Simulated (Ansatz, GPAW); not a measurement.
**One calculation of ZnS, 3 ways**

```
Zn S
1.0
     0.00000    2.70200    2.70200
     2.70200    0.00000    2.70200
     2.70200    2.70200    0.00000
Zn S
1 1
Direct
  0.75000 0.75000 0.75000
  0.00000 0.00000 0.00000
```

Alike in all runs: task single point; functional PBE; k mesh 9 × 9 × 9; occupations gaussian, width 0.023 eV; no spin polarisation; no spin-orbit coupling. Pressure is positive in compression and, in plane waves, holds the error of the finite cutoff, which Ansatz's Pulay term estimates and takes out.

```
                        program and potentials  plane-wave cutoff (eV)                             notes  pressure (GPa)
                            Ansatz, Ansatz PAW                     420  Pulay term of +0.07 GPa included            1.60
    GPAW, GPAW PAW data sets (gpaw-data 1.2.1)                     600                                 -            1.62
Ansatz, all-electron LAPW, scalar-relativistic                       -                                 -            1.61
```

The pressure spans 1.60 (Ansatz, Ansatz PAW) to 1.62 GPa (GPAW, GPAW PAW data sets (gpaw-data 1.2.1)), with all-electron results at 1.61.

The functional is the same throughout but for its coding, so the spread measures potentials, basis and numerics; runs on potential files found faulty are left out.
